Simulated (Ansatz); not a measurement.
# A free layer of P

An exercise on one series of results from a longer session: the logs are not shown, and one member is left open.

Method: DFT PBE+D3(BJ), scalar-relativistic, plane waves, PAW, in Ansatz 0.2.0.

### The system as given

It takes space group P-3m1 (No. 164, trigonal). Conventional cell: a = 3.254 Å, b = 3.254 Å, c = 28.000 Å, α = 90.00°, β = 90.00°, γ = 120.00°. Around P (site symmetry 3m) lie 3 P at 2.25 Å.

Coordinates:

```cif
data_structure
_symmetry_space_group_name_H-M 'P 1'
_symmetry_Int_Tables_number 1
_cell_length_a 3.2541
_cell_length_b 3.2541
_cell_length_c 28.0000
_cell_angle_alpha 90.000
_cell_angle_beta 90.000
_cell_angle_gamma 120.000
_cell_volume 256.77
loop_
_atom_site_label
_atom_site_type_symbol
_atom_site_fract_x
_atom_site_fract_y
_atom_site_fract_z
_atom_site_occupancy
P1 P 0.33333 0.66667 0.52224 1
P2 P 0.66667 0.33333 0.47776 1
```

The sheet was relaxed beforehand at this level: -1511.7455 eV a cell, gap on the mesh 1.99 eV, ionisation potential 6.20 eV, electron affinity 4.21 eV.

The first run:

Contents of input.yaml:

```yaml
crystal:
  lattice:
    - [3.3191363518, 0.0, 0.0]
    - [-1.6595681759, 2.8744563993, 0.0]
    - [0.0, 0.0, 28.0]
  atoms:
    - { symbol: P, position: [0.3333333333, 0.6666666667, 0.5222365346] }
    - { symbol: P, position: [0.6666666667, 0.3333333333, 0.4777634654] }
  periodic: [true, true, false]
basis:
  ecutwfc: 420
kpoints:
  mp_grid: { grid: [9, 9, 1] }
  band_path:
    path:
      - [0, 0, 0]
      - [0.5, 0, 0]
      - [0.333333333333, 0.333333333333, 0]
      - [0, 0, 0]
    npoints: 8
hamiltonian:
  xc: pbe
  dispersion: d3bj
scf:
  occupations: { method: gaussian, width: 0.02 }
output:
  forces: true
  stress: true
  eigenvalues: true
relax:
  adjacent_minimum: "off"
  f_tol: 0.01
  max_steps: 40
```

Among the steps run: +2 % Biaxial strain; -2 % Biaxial strain; Biaxial strain: +4 %; -4 % Biaxial strain; Biaxial strain: +7 %.

One table of the session follows, with a row left open; its other results are not shown here.

It belongs to the step «The sheet under biaxial strain». 

| strain (%) | energy (meV/cell) | thickness (Å) |
| --- | --- | --- |
| -4 | 89.2 | 1.275 |
| -2 | ? | ? |
| 0 | 0.0 | 1.245 |
| +2 | 19.5 | 1.231 |
| +4 | 74.7 | 1.218 |
| +7 | 214.6 | 1.200 |

Q: Estimate the row for strain (%) = -2 from the others.

Worked estimate for «energy (meV/cell)». A straight line through the neighbours (-4, 89.2) and (0, 0.0) gives 89.2 + (0.0 − 89.2) × (-2 + 4) / (0 + 4) = 44.6; a parabola fitted to 3 rows on both sides gives 23.2.

The run gave: energy (meV/cell): 21.3; thickness (Å): 1.260. In «energy (meV/cell)» the line misses by +23.3 and the parabola by +1.9.

To keep in mind: Warnings in the runs' records: stress scf threshold loose.
